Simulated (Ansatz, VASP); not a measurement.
## Cross-check of Ga6AsP5 between VASP and Ansatz

One calculation is typed for both programs; each brings its own data sets. How far apart do they land? The cell is taken from a series of runs on this material, whose earlier steps may have relaxed, scaled, displaced or heated it; both programs get it as it stands.

Method: plane waves, with VASP 6.6.1 beside it; single point at HSE06, in Ansatz 0.2.0.

## Step 1: The starting structure

The cell holds 12 atoms: 6 Ga, 1 As and 5 P. Cell: a = 3.874 Å, b = 3.874 Å, c = 16.404 Å, α = 90.0°, β = 90.0°, γ = 90.0°. It derives from GaAs. The structure's axis is c.

Structure file:

```xyz
12
Lattice="3.8744 0.0000 0.0000 0.0000 3.8744 0.0000 0.0000 0.0000 16.4043" Properties=species:S:1:pos:R:3 pbc="T T T"
Ga    0.0000    0.0000    0.6767
Ga    1.9372    1.9372    3.5781
Ga    0.0000    0.0000    6.2798
Ga    1.9372    1.9372    8.9796
Ga    0.0000    0.0000   11.6795
Ga    1.9372    1.9372   14.3794
As    1.9372    0.0000    2.1274
P     0.0000    1.9372    4.9280
P     1.9372    0.0000    7.6297
P     0.0000    1.9372   10.3296
P     1.9372    0.0000   13.0295
P     0.0000    1.9372   15.7312
```

## Step 2: VASP: single point, HSE06

With cell and atoms fixed, the geometry can't cause a difference; cores, projectors, grids and the points listed under the comparison can.

Lines of VASP's logs that name or quote its potential files are left out, and so is its time.

The run reads the wave functions of an earlier VASP run, which isn't shown here.

The input, INCAR:

```
SYSTEM = Ga6AsP5
PREC = Accurate
ENCUT = 400
EDIFF = 1E-06
NELM = 100
ISMEAR = 0
SIGMA = 0.01
LREAL = .FALSE.
ALGO = Normal
LHFCALC = .TRUE.
AEXX = 0.25
GGA = PE
HFSCREEN = 0.208
LASPH = .TRUE.
NBANDS = 66
PRECFOCK = Fast
LORBIT = 11
LWAVE = .FALSE.
LCHARG = .FALSE.
KPAR = 4
NCORE = 4
ISIF = 2
```

The input, POSCAR:

```
Ga6AsP5
1.0
    3.8743988236      0.0000000000      0.0000000000
    0.0000000000      3.8743988236      0.0000000000
    0.0000000000      0.0000000000     16.4043047053
Ga As P
6 1 5
Direct
    0.0000000000      0.0000000000      0.0412541376
    0.5000000000      0.5000000000      0.2181211637
    0.0000000000      0.0000000000      0.3828148675
    0.5000000000      0.5000000000      0.5473946758
    0.0000000000      0.0000000000      0.7119806254
    0.5000000000      0.5000000000      0.8765604337
    0.5000000000      0.0000000000      0.1296876506
    0.0000000000      0.5000000000      0.3004101620
    0.5000000000      0.0000000000      0.4651022242
    0.0000000000      0.5000000000      0.6296876506
    0.5000000000      0.0000000000      0.7942730770
    0.0000000000      0.5000000000      0.9589651392
```

The input, KPOINTS:

```
Automatic mesh
0
Gamma
4 4 2
0 0 0
```

Potentials, in the order of the species: Ga_d, As and P (PBE family, release 64).

The run is started by

```console
$ mpirun -np 16 vasp_std
```

Numbers of over 12 decimals in the logs are rounded to 6 here.

Log:

```text
[banner, memory and clock lines left out]
running   16 mpi-ranks, on    1 nodes
 distrk:  each k-point on    4 cores,    4 groups
 distr:  one band on    4 cores,    1 groups

 POSCAR found type information on POSCAR GaAsP
 POSCAR found :  3 types and      12 ions
 LDA part: xc-table for (Slater+PW92), standard interpolation
 found WAVECAR, reading the header
 POSCAR, INCAR and KPOINTS ok, starting setup
 FFT: planning ... GRIDC
 FFT: planning ... GRID_SOFT
 FFT: planning ... GRID
 reading WAVECAR
 the WAVECAR file was read successfully
 initial charge from wavefunction
 entering main loop
       N       E                     dE             d eps       ncg     rms          rms(c)
DAV:   1    -0.635022703970E+02   -0.63502E+02   -0.39085E+00  2296   0.226E+01    0.251E+00
DAV:   2    -0.635060478716E+02   -0.37775E-02   -0.61256E-01  2044   0.578E+00    0.280E+00
DAV:   3    -0.635008257259E+02    0.52221E-02   -0.77990E-02  2224   0.203E+00    0.212E+00
DAV:   4    -0.634993229498E+02    0.15028E-02   -0.94081E-03  1860   0.676E-01    0.126E+00
DAV:   5    -0.634986460611E+02    0.67689E-03   -0.10381E-03  1936   0.296E-01    0.743E-01
DAV:   6    -0.634984380727E+02    0.20799E-03   -0.32584E-04  1904   0.180E-01    0.431E-01
DAV:   7    -0.634983689636E+02    0.69109E-04   -0.10020E-04  1928   0.105E-01    0.246E-01
DAV:   8    -0.634983419158E+02    0.27048E-04   -0.30545E-05  1958   0.574E-02    0.136E-01
DAV:   9    -0.634983319224E+02    0.99934E-05   -0.12021E-05  2116   0.371E-02    0.737E-02
DAV:  10    -0.634983285632E+02    0.33593E-05   -0.36733E-06  1586   0.153E-02    0.394E-02
DAV:  11    -0.634983270965E+02    0.14667E-05   -0.93025E-07  1024   0.985E-03    0.217E-02
DAV:  12    -0.634983266281E+02    0.46839E-06   -0.52760E-07  1000   0.614E-03
   1 F= -.63498327E+02 E0= -.63498327E+02  d E =-.385953E-36
```

Parts of OUTCAR (step 2):

```text
ion  position               nearest neighbor table
   1  0.000  0.000  0.041-  12 2.36  12 2.36   7 2.42   7 2.42
   2  0.500  0.500  0.218-   8 2.36   8 2.36   7 2.42   7 2.42
   3  0.000  0.000  0.383-   9 2.36   9 2.36   8 2.36   8 2.36
   4  0.500  0.500  0.547-   9 2.36   9 2.36  10 2.36  10 2.36
   5  0.000  0.000  0.712-  11 2.36  11 2.36  10 2.36  10 2.36
   6  0.500  0.500  0.877-  11 2.36  11 2.36  12 2.36  12 2.36
   7  0.500  0.000  0.130-   1 2.42   1 2.42   2 2.42   2 2.42
   8  0.000  0.500  0.300-   2 2.36   2 2.36   3 2.36   3 2.36
   9  0.500  0.000  0.465-   3 2.36   3 2.36   4 2.36   4 2.36
  10  0.000  0.500  0.630-   4 2.36   4 2.36   5 2.36   5 2.36
  11  0.500  0.000  0.794-   6 2.36   6 2.36   5 2.36   5 2.36
  12  0.000  0.500  0.959-   1 2.36   1 2.36   6 2.36   6 2.36

  LATTYP: Found a simple tetragonal cell.
 ALAT       =     3.8743988236
 C/A-ratio  =     4.2340258327

 Subroutine GETGRP returns: Found  8 space group operations
 (whereof  4 operations were pure point group operations)

The static configuration has the point symmetry C_2v.
 The point group associated with its full space group is D_2d.

 Found     12 irreducible k-points:

   k-points           NKPTS =     12   k-points in BZ     NKDIM =     32   number of bands    NBANDS=     66

   dimension x,y,z NGX =    28 NGY =   28 NGZ =  108
   dimension x,y,z NGXF=    56 NGYF=   56 NGZF=  216

   ENCUT  =  400.0 eV  29.40 Ry    5.42 a.u.   6.32  6.32 26.75*2*pi/ulx,y,z

   NELECT =     108.0000    total number of electrons

 k-points in reciprocal lattice and weights: Automatic mesh
   0.00000000  0.00000000  0.00000000       0.031
   0.25000000  0.00000000  0.00000000       0.125
   0.50000000  0.00000000  0.00000000       0.062
   0.25000000  0.25000000  0.00000000       0.125
   0.50000000  0.25000000  0.00000000       0.125
   0.50000000  0.50000000  0.00000000       0.031
   0.00000000  0.00000000  0.50000000       0.031
   0.25000000  0.00000000  0.50000000       0.125
   0.50000000  0.00000000  0.50000000       0.062
   0.25000000  0.25000000  0.50000000       0.125
   0.50000000  0.25000000  0.50000000       0.125
   0.50000000  0.50000000  0.50000000       0.031

  exchange ACFDT corr.  =         0.00000000  see jH, gK, PRB 81, 115126

 average (electrostatic) potential at core
       1 -58.4870       2 -58.4870       3 -58.5181       4 -58.5203       5 -58.5203
       6 -58.5181       7 -45.5785       8 -80.0233       9 -80.0144      10 -80.0148
      11 -80.0144      12 -80.0233

 E-fermi :   4.2580

 k-point     1 :       0.0000    0.0000    0.0000
  band No.  band energies     occupation
    ...
     50       3.1622      2.00000
     51       3.1622      2.00000
     52       4.1569      2.00000
     53       4.1709      2.00000
     54       4.1709      2.00000
     55       6.3480      0.00000
     56       6.4867      0.00000
     57       6.5280      0.00000
     58       6.7100      0.00000
     59       6.7551      0.00000
    ...

 k-point     2 :       0.2500    0.0000    0.0000
  band No.  band energies     occupation
    ...
     50       3.0325      2.00000
     51       3.2499      2.00000
     52       3.2969      2.00000
     53       3.3447      2.00000
     54       3.9103      2.00000
     55       6.9544      0.00000
     56       7.0909      0.00000
     57       7.1414      0.00000
     58       7.4119      0.00000
     59       7.6014      0.00000
    ...

 k-point     3 :       0.5000    0.0000    0.0000
  band No.  band energies     occupation
    ...
     50       2.7078      2.00000
     51       2.7553      2.00000
     52       2.7578      2.00000
     53       2.7674      2.00000
     54       3.4419      2.00000
     55       7.0849      0.00000
     56       7.0875      0.00000
     57       7.1080      0.00000
     58       7.1453      0.00000
     59       8.0294      0.00000
    ...

  Total        1.7850698      1.7850698      0.6621077      0.0000000      0.0000000      0.0000000
  in kB       11.6144680     11.6144680      4.3079711      0.0000000      0.0000000      0.0000000
  external PRESSURE =       9.1789690 kB  Pullay stress =       0.0000000 kB

  energy-cutoff  :      400.00
  volume of cell :      246.24
      direct lattice vectors                 reciprocal lattice vectors
     3.874398824  0.000000000  0.000000000     0.258104559  0.000000000  0.000000000
     0.000000000  3.874398824  0.000000000     0.000000000  0.258104559  0.000000000
     0.000000000  0.000000000 16.404304705     0.000000000  0.000000000  0.060959609

 POSITION                                       TOTAL-FORCE (eV/Angst)
 -----------------------------------------------------------------------------------
      0.00000      0.00000      0.67675         0.000000      0.000000      0.026949
      1.93720      1.93720      3.57813         0.000000      0.000000     -0.026949
      0.00000      0.00000      6.27981         0.000000      0.000000     -0.002005
      1.93720      1.93720      8.97963         0.000000      0.000000     -0.001373
      0.00000      0.00000     11.67955         0.000000      0.000000      0.001373
      1.93720      1.93720     14.37936         0.000000      0.000000      0.002005
      1.93720      0.00000      2.12744         0.000000      0.000000      0.000000
      0.00000      1.93720      4.92802         0.000000      0.000000     -0.003499
      1.93720      0.00000      7.62968         0.000000      0.000000     -0.000160
      0.00000      1.93720     10.32959         0.000000      0.000000      0.000000
      1.93720      0.00000     13.02950         0.000000      0.000000      0.000160
      0.00000      1.93720     15.73116         0.000000      0.000000      0.003499
 -----------------------------------------------------------------------------------
    total drift:                               -0.000018      0.000015      0.000017

  FREE ENERGIE OF THE ION-ELECTRON SYSTEM (eV)
  ---------------------------------------------------
  free  energy   TOTEN  =       -63.4983266281 eV

  energy  without entropy=      -63.4983266281  energy(sigma->0) =      -63.49832663

 total charge
# of ion       s       p       d       tot
------------------------------------------
    1        0.830   0.845  10.023  11.699
    2        0.830   0.845  10.023  11.699
    3        0.823   0.850  10.029  11.702
    4        0.823   0.851  10.029  11.702
    5        0.823   0.851  10.029  11.702
    6        0.823   0.850  10.029  11.702
    7        1.212   1.689   0.033   2.934
    8        1.012   1.548   0.000   2.560
    9        1.011   1.551   0.000   2.562
   10        1.011   1.551   0.000   2.562
   11        1.011   1.551   0.000   2.562
   12        1.012   1.548   0.000   2.560
--------------------------------------------------
tot         11.221  14.529  60.196  85.946

[... 3 further parts left out ...]
```

The run ends at a pressure of 0.92 GPa, with forces up to 0.027 eV/Å.

[end of part 1 of 2]

[Lines on the potential files, build, host, timing and source positions are cut from VASP's logs without a mark.]

[Logs are printed without paths, hosts, clocks, repeated set-up lines and the standing remarks that a program may print on its own settings, such as how far it seeks lower states.]

[Hosts, paths, dates, database ids (printed as entryN), source tags and the programs' standing remarks are cut or masked in the printed files.]
